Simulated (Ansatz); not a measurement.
# In2O3: O interstitial

Level of theory: PBE, no spin polarisation, scalar-relativistic; Ansatz, plane waves to 420 eV (PAW set soft_2), k-mesh 2×2×2 shifted by half a step.

The relaxed host crystal (Kohn–Sham gap 0.96 eV over the whole zone):

```cif
data_structure
_symmetry_space_group_name_H-M 'P 1'
_symmetry_Int_Tables_number 1
_cell_length_a 5.8786
_cell_length_b 5.8786
_cell_length_c 5.8786
_cell_angle_alpha 56.614
_cell_angle_beta 56.614
_cell_angle_gamma 56.614
_cell_volume 132.41
loop_
_atom_site_label
_atom_site_type_symbol
_atom_site_fract_x
_atom_site_fract_y
_atom_site_fract_z
_atom_site_occupancy
In1 In 0.64280 0.64280 0.64280 1
In2 In 0.85720 0.85720 0.85720 1
In3 In 0.35720 0.35720 0.35720 1
In4 In 0.14280 0.14280 0.14280 1
O1 O 0.04657 0.75000 0.45343 1
O2 O 0.75000 0.45343 0.04657 1
O3 O 0.45343 0.04657 0.75000 1
O4 O 0.95343 0.25000 0.54657 1
O5 O 0.54657 0.95343 0.25000 1
O6 O 0.25000 0.54657 0.95343 1
```

Supercell of 40 atoms, rows of the matrix [[-1,1,1],[1,-1,1],[1,1,-1]] times the cell vectors; O interstitial at (0.000, 0.042, 0.958) in fractions of the cell above. Atoms are relaxed at the host's cell, from a start shaken by 0.05 Å near the defect; charged cells sit in a uniform background.

Q: How does the lattice relax around the defect, and where do the electrons go?

A: Nearest atoms to the added O: charge 0: In 2.13 Å, In 2.13 Å, O 2.47 Å, O 2.48 Å, O 2.48 Å, O 2.48 Å, O 2.48 Å, O 2.48 Å; charge -2: In 2.19 Å, In 2.22 Å, In 2.22 Å, In 2.28 Å, O 2.50 Å, O 2.50 Å, O 2.59 Å, O 2.77 Å.

The largest move of an atom from its ideal place is 0.2 Å at charge 0, 1.3 Å at charge -2, so the cell at charge -2 rearranged and didn't merely relax.

```
charge  gap of the cell on the mesh (eV)                         carriers
     0                              0.00  level in the gap, partly filled
    -2                              1.65                none in the bands
```

On this mesh the host's own supercell has a gap of 2.39 eV.

Q: What do these numbers say about the valence and the carriers?

A: At charge 0 a level in the gap is left partly filled; a distortion or another spin state could split it and lower the energy.

At charge 0 the partly filled level was run without spin, so its energy isn't sound, and no formation energy, level or lowest charge is given.

Relaxed cell at charge 0:

```
In2O3 O_i charge 0
1.0
    -5.5752   -3.2189    4.9190
     5.5752   -3.2189    4.9190
     0.0000    6.4377    4.9190
In O
16 25
Direct
  0.6421 0.6458 0.6416
  0.1433 0.1430 0.6429
  0.1421 0.6419 0.1456
  0.6464 0.1420 0.1418
  0.8599 0.8592 0.8566
  0.3556 0.3557 0.8550
  0.3570 0.8598 0.3591
  0.8598 0.3568 0.3595
  0.3575 0.3534 0.3572
  0.8563 0.8560 0.3559
  0.8574 0.3572 0.8531
  0.3534 0.8571 0.8570
  0.1396 0.1399 0.1423
  0.6440 0.6435 0.1437
  0.6426 0.1395 0.6396
  0.1399 0.6426 0.6392
  0.6030 0.2486 0.3946
  0.0994 0.7514 0.3983
  0.1024 0.2488 0.8979
  0.6042 0.7681 0.8926
  0.2489 0.3981 0.6020
  0.7515 0.8986 0.5991
  0.7694 0.3925 0.1041
  0.2487 0.8951 0.1024
  0.3929 0.6043 0.2687
  0.8989 0.0991 0.2515
  0.8949 0.6027 0.7482
  0.3982 0.1021 0.7486
  0.3967 0.7507 0.6041
  0.9003 0.2478 0.6004
  0.8972 0.7503 0.1009
  0.3954 0.2308 0.1064
  0.6067 0.3948 0.7301
  0.1007 0.9000 0.7474
  0.1048 0.3965 0.2505
  0.6014 0.8971 0.2501
  0.7507 0.6012 0.3968
  0.2480 0.1007 0.3997
  0.2306 0.6066 0.8946
  0.7508 0.1041 0.8962
  0.4999 0.4990 0.9998
```

Caveats: semilocal functionals make gaps too small, which shifts levels too; small supercell, so energies and levels can be off by tenths of an eV; one random start near the defect, so other minima are possible.

The added oxygen has an incomplete 2p shell, and the two charge states show two ways of dealing with it. In the neutral cell it sits between two In atoms, and its nearest oxygens, at 2.47 Å and beyond, are much too far for a peroxide bond. The holes therefore stay in non-bonding O 2p states, probably those perpendicular to the short In–O contacts, which explains the partly filled level. Neutral oxygen interstitials in such oxides commonly pair with a lattice oxygen instead, closing the shell through an O–O bond; the relaxation probably stayed in the basin of the open site.

Two extra electrons complete the shell, giving an oxide ion that draws in more In neighbours at ordinary In–O distances. The large rearrangement fits this electrostatic preference, and the absence of band carriers shows that the defect holds both electrons. This is acceptor behaviour in the doubly negative state, but it doesn't establish that the interstitial is abundant enough to compensate donors in n-type material.
